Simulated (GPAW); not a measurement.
# Mo (Im-3m) in GPAW: single point with PBE

Aim: the single point of Mo with PBE.

All numbers are computed with GPAW 26.7.0; they aren't measurements. Logs are shortened: lines on timing, memory, paths and dates and some standing lists are left out, and cuts for length are marked. The log counts tension as positive stress, the text compression.

## (1) Starting point

It takes space group Im-3m (No. 229, cubic). Conventional cell: a = 3.168 Å, b = 3.168 Å, c = 3.168 Å, α = 90.00°, β = 90.00°, γ = 90.00°. Mo (site symmetry m-3m) has 8 Mo at 2.74 Å as nearest neighbours.

## (2) Single point, PBE

Contents of run.py:

```python
from ase.dft.bandgap import bandgap
from ase.io import read, write
from ase.units import GPa
from gpaw import GPAW, PW

atoms = read('Mo.xyz')

calc = GPAW(mode=PW(300),
            xc='PBE',
            kpts={'size': (9, 9, 9), 'gamma': True},
            occupations={'name': 'fermi-dirac', 'width': 0.05},
            nbands=16,
            convergence={'density': 1e-05, 'energy': 1e-05},
            maxiter=50,
            txt='gpaw.txt')
atoms.calc = calc
energy = atoms.get_potential_energy()
forces = atoms.get_forces()
stress = atoms.get_stress()
calc.write('gs.gpw')
write('result.traj', atoms)
print(f'Energy: {energy:.6f} eV')
print('Forces (eV/A):')
print(forces.round(4))
print('Stress (GPa):', (stress / GPa).round(3))
print('Fermi level:', round(calc.get_fermi_level(), 4), 'eV')
print(f'Gap: {bandgap(calc)[0]:.4f} eV, direct: {bandgap(calc, direct=True)[0]:.4f} eV')
```

Contents of Mo.xyz:

```xyz
1
Lattice="-1.5838089719 1.5838089719 1.5838089719 1.5838089719 -1.5838089719 1.5838089719 1.5838089719 1.5838089719 -1.5838089719" Properties=species:S:1:pos:R:3 pbc="T T T"
Mo     0.0000000000      0.0000000000      0.0000000000
```

Potentials or basis: GPAW PAW data sets (gpaw-data 1.2.1), pw.

Command:

```
$ OMP_NUM_THREADS=1 python run.py
```

gpaw.txt:

```text
__  _  _
 | _ |_)|_||  |
 |__||  | ||/\| - 26.7.0

Input parameters:
  mode=PW(ecut=300.0),
  convergence={'density': 1e-05, 'energy': 1e-05},
  kpts=MonkhorstPack(size=(9, 9, 9), gamma=True),
  maxiter=50,
  nbands=16,
  occupations=Occupations(name='fermi-dirac', width=0.05),
  xc=XC(name='PBE')

Diagonalizing LCAO Hamiltonian
Converting LCAO to pw mode

       Mo

Atoms  # Å, Bohr magnetons
|   | symbol |        x |        y |        z |    initial magnetic moments |
|---|--------|----------|----------|----------|-----------------------------|
| 0 |     Mo | 0.000000 | 0.000000 | 0.000000 | ( 0.0000,  0.0000,  0.0000) |

Unit cell  # Å
| periodic |         x |         y |         z |  lengths |     angles |
|----------|-----------|-----------|-----------|----------|------------|
|      yes | -1.583809 |  1.583809 |  1.583809 | 2.743238 | 109.471221 |
|      yes |  1.583809 | -1.583809 |  1.583809 | 2.743238 | 109.471221 |
|      yes |  1.583809 |  1.583809 | -1.583809 | 2.743238 | 109.471221 |

Number of symmetries: 48
Symmetry operations  # r_c * U_cc + t_c -> r_c
|    | kind |            matrix            |
|----|------|------------------------------|
|  0 |  σ   |  1, 1, 1,  0, 0,-1,  0,-1, 0 |
|  1 |  C4  |  1, 1, 1,  0, 0,-1, -1, 0, 0 |
|  2 |  C2  |  1, 1, 1,  0,-1, 0,  0, 0,-1 |
|  3 |  S6  |  1, 1, 1,  0,-1, 0, -1, 0, 0 |
|  4 |  S6  |  1, 1, 1, -1, 0, 0,  0, 0,-1 |
|  5 |  C4  |  1, 1, 1, -1, 0, 0,  0,-1, 0 |
|  6 |  E   |  1, 0, 0,  0, 1, 0,  0, 0, 1 |
|  7 |  σ   |  1, 0, 0,  0, 1, 0, -1,-1,-1 |
|  8 |  σ   |  1, 0, 0,  0, 0, 1,  0, 1, 0 |
|  9 |  C3  |  1, 0, 0,  0, 0, 1, -1,-1,-1 |
| 10 |  C3  |  1, 0, 0, -1,-1,-1,  0, 1, 0 |
| 11 |  σ   |  1, 0, 0, -1,-1,-1,  0, 0, 1 |
| 12 |  σ   |  0, 1, 0,  1, 0, 0,  0, 0, 1 |
| 13 |  C2  |  0, 1, 0,  1, 0, 0, -1,-1,-1 |
| 14 |  C3  |  0, 1, 0,  0, 0, 1,  1, 0, 0 |
| 15 |  S4  |  0, 1, 0,  0, 0, 1, -1,-1,-1 |
| 16 |  S4  |  0, 1, 0, -1,-1,-1,  1, 0, 0 |
| 17 |  C3  |  0, 1, 0, -1,-1,-1,  0, 0, 1 |
| 18 |  C3  |  0, 0, 1,  1, 0, 0,  0, 1, 0 |
| 19 |  S4  |  0, 0, 1,  1, 0, 0, -1,-1,-1 |
| 20 |  σ   |  0, 0, 1,  0, 1, 0,  1, 0, 0 |
| 21 |  C3  |  0, 0, 1,  0, 1, 0, -1,-1,-1 |
| 22 |  C2  |  0, 0, 1, -1,-1,-1,  1, 0, 0 |
| 23 |  S4  |  0, 0, 1, -1,-1,-1,  0, 1, 0 |
| 24 |  C4  |  0, 0,-1,  1, 1, 1,  0,-1, 0 |
| 25 |  σ   |  0, 0,-1,  1, 1, 1, -1, 0, 0 |
| 26 |  S6  |  0, 0,-1,  0,-1, 0,  1, 1, 1 |
| 27 |  C2  |  0, 0,-1,  0,-1, 0, -1, 0, 0 |
| 28 |  C4  |  0, 0,-1, -1, 0, 0,  1, 1, 1 |
| 29 |  S6  |  0, 0,-1, -1, 0, 0,  0,-1, 0 |
| 30 |  S6  |  0,-1, 0,  1, 1, 1,  0, 0,-1 |
| 31 |  C4  |  0,-1, 0,  1, 1, 1, -1, 0, 0 |
| 32 |  C4  |  0,-1, 0,  0, 0,-1,  1, 1, 1 |
| 33 |  S6  |  0,-1, 0,  0, 0,-1, -1, 0, 0 |
| 34 |  σ   |  0,-1, 0, -1, 0, 0,  1, 1, 1 |
| 35 |  C2  |  0,-1, 0, -1, 0, 0,  0, 0,-1 |
| 36 |  C2  | -1, 0, 0,  1, 1, 1,  0, 0,-1 |
| 37 |  S6  | -1, 0, 0,  1, 1, 1,  0,-1, 0 |
| 38 |  S6  | -1, 0, 0,  0, 0,-1,  1, 1, 1 |
| 39 |  C2  | -1, 0, 0,  0, 0,-1,  0,-1, 0 |
| 40 |  C2  | -1, 0, 0,  0,-1, 0,  1, 1, 1 |
| 41 |  i   | -1, 0, 0,  0,-1, 0,  0, 0,-1 |
| 42 |  S4  | -1,-1,-1,  1, 0, 0,  0, 1, 0 |
| 43 |  C3  | -1,-1,-1,  1, 0, 0,  0, 0, 1 |
| 44 |  C3  | -1,-1,-1,  0, 1, 0,  1, 0, 0 |
| 45 |  σ   | -1,-1,-1,  0, 1, 0,  0, 0, 1 |
| 46 |  S4  | -1,-1,-1,  0, 0, 1,  1, 0, 0 |
| 47 |  C2  | -1,-1,-1,  0, 0, 1,  0, 1, 0 |

BZ-sampling:
  Number of BZ points: 729
  Number of IBZ points: 35

  Monkhorst-Pack size: [9, 9, 9]
  Monkhorst-Pack shift: [0, 0, 0]

K-points  # in reciprocal-cell coordinates
|     |                                coordinates |     weight |
|-----|--------------------------------------------|------------|
|   0 | (  0.00000000,   0.00000000,   0.00000000) | 0.00137174 |
|   1 | (  0.11111111,   0.00000000,   0.00000000) | 0.01646091 |
|   2 | (  0.11111111,   0.11111111,  -0.11111111) | 0.00823045 |
|   3 | (  0.22222222,   0.00000000,  -0.11111111) | 0.03292181 |
|   4 | (  0.22222222,   0.00000000,   0.00000000) | 0.01646091 |
|   5 | (  0.22222222,   0.11111111,  -0.11111111) | 0.03292181 |
|   6 | (  0.22222222,   0.22222222,  -0.22222222) | 0.00823045 |
|   7 | (  0.33333333,  -0.11111111,  -0.11111111) | 0.01097394 |
|   8 | (  0.33333333,   0.00000000,  -0.11111111) | 0.06584362 |
|   9 | (  0.33333333,   0.00000000,   0.00000000) | 0.01646091 |
| ... |                                            |            |
|  34 | (  0.44444444,   0.44444444,   0.44444444) | 0.01097394 |

Plane wave coefficients: 201
Cutoff: 300.0 eV

Spin-components: 1 (collinear spins)
Bands:           16
Projectors:      6
Spin-degeneracy: 2
Datatype:        complex128

Parallelization:
  kpt:    1
  domain: 1
  band:   1

Density:
  Valence electrons: 14.0
  Components: 1
  Grid points: [12 12 12]
  Charge: 0.0  # |e|

Potential:
  Grid points: [12 12 12]

species:
  Mo:
    name:    Molybdenum
    Z:       42.0
    valence: 14
    core:    28
    charge:  0.0  # [|e|]
    compensation charges:
      type: gauss
      rc: 0.38  # [Å]
      lmax: 2
    cutoffs:
      filter: 2.16  # [Å]
      core: 1.42  # [Å]
    projectors
    | kind |    occ | energy [eV] | rcut [Å] |
    |------|--------|-------------|----------|
    |   4s |  2.000 |     -64.307 |    1.238 |
    |   5s |  1.000 |      -4.084 |    1.238 |
    |   4p |  6.000 |     -38.491 |    1.296 |
    |   5p |  0.000 |      -1.044 |    1.296 |
    |   4d |  5.000 |      -3.754 |    1.296 |
    |    d |        |      23.458 |    1.296 |

    Using partial waves for Mo as LCAO basis

Reference energy: -110134.072632  # eV

eigensolver:
  PPCG
  Converge bands: occupied
  niter=2

density mixing:
  MSR1-Mixer
  Pratt-step length: 0.05
  Maximum mixing coefficient: 0.75
  Old densities: 10
  SVD Regularization: 0.005
  Good broyden scale: 1.0
  Trust region scale: 1.0
  Backstep threshold: 4.0
  History deletion threshold: 6.0
  Fourier metric: weight=20.0, sigma=0.015

occupation numbers:
  Fermi-Dirac:
    width: 0.0500  # eV

poisson solver:
  ecut: 2400.0  # eV

xc functional:
  name: PBE with 2 nearest neighbor stencil

convergence criteria:
- Maximum integral of absolute [dens]ity change: 1e-05 electrons / valence electron
- Maximum [total energy] change in last 3 cyles: 1e-05 eV / valence electron
- Maximum integral of absolute [eigenst]ate change: 4e-08 eV^2 / valence electron
maximum number of iterations: 50

SCF iterations
|iter     | |      energy | eigst |  dens |
|---------|-|-------------|-------|-------|
|iter:   1| |  -11.993326 | +0.00 |       |
|iter:   2| |  -11.822102 | -2.57 | -0.98 |
|iter:   3| |  -11.054456 | -1.53 | -1.02 |
|iter:   4| |  -11.053497 | -3.66 | -1.90 |
|iter:   5| |  -11.053789 | -4.43 | -2.18 |
|iter:   6| |  -11.053792 | -6.82 | -3.66 |
|iter:   7| |  -11.053792c| -7.61c| -4.03 |
|iter:   8| |  -11.053792c| -9.06c| -5.30c|

Converged in 8 steps
Energy contributions relative to reference atoms: (reference = -110134.072632)

Energy contributions:
  Kinetic:         -12.681048
  Coulomb:           6.838888
  Zero:             -0.046763
  External:          0.000000
  Xc:               -5.162067
  Entropy:          -0.005605
  Spinorbit:         0.000000
  ----------------------------
  Free energy:     -11.056595
  Extrapolated:    -11.053792

dipole moment: (-5.927965, -5.927965, -5.927965)  # |e|*Ang

Fermi level: 13.248
Eigenvalues  # (at kpt = [0.000, 0.000, 0.000])
| band index |      eig [eV] | occ [0-2] |
|------------|---------------|-----------|
|          0 |       -48.104 |     2.000 |
|          1 |       -21.443 |     2.000 |
|          2 |       -21.443 |     2.000 |
|          3 |       -21.443 |     2.000 |
|          4 |         6.139 |     2.000 |
|          5 |        11.953 |     2.000 |
|          6 |        11.953 |     2.000 |
|          7 |        11.953 |     2.000 |
|          8 |        14.852 |     0.000 |
|          9 |        14.852 |     0.000 |
|         10 |        28.361 |     0.000 |
|         11 |        28.361 |     0.000 |
|         12 |        28.361 |     0.000 |
|         13 |        39.206 |     0.000 |
|         14 |        39.206 |     0.000 |
|         15 |        42.834 |     0.000 |

No gap
No difference between direct/indirect transitions

Forces  # eV/Ang
|       x |       y |        z |
|---------|---------|----------|
| 0.00000 | 0.00000 | -0.00000 |  # Mo   0

Stress tensor  # eV/Ang^3
|         x |         y |        z |
|-----------|-----------|----------|
|  0.068526 | -0.000000 | 0.000000 |
| -0.000000 |  0.068526 | 0.000000 |
|  0.000000 |  0.000000 | 0.068526 |

# Writing to gs.gpw (mode='')
```

It took 3.1 s on 1 thread of Arm Neoverse V2, shared host; peak memory 0.12 GiB.

The run converged, but some of its settings lie outside the range that counts as converged, so its numbers aren't taken as properties of the crystal.

Results:

- Free energy: -11.0566 eV
- Pressure: -11.0 GPa
- Band gap on the k mesh: none (metal or under the smearing width)

Caveat: the cutoff is short for stress and forces, so pressures can be off by a GPa or more.
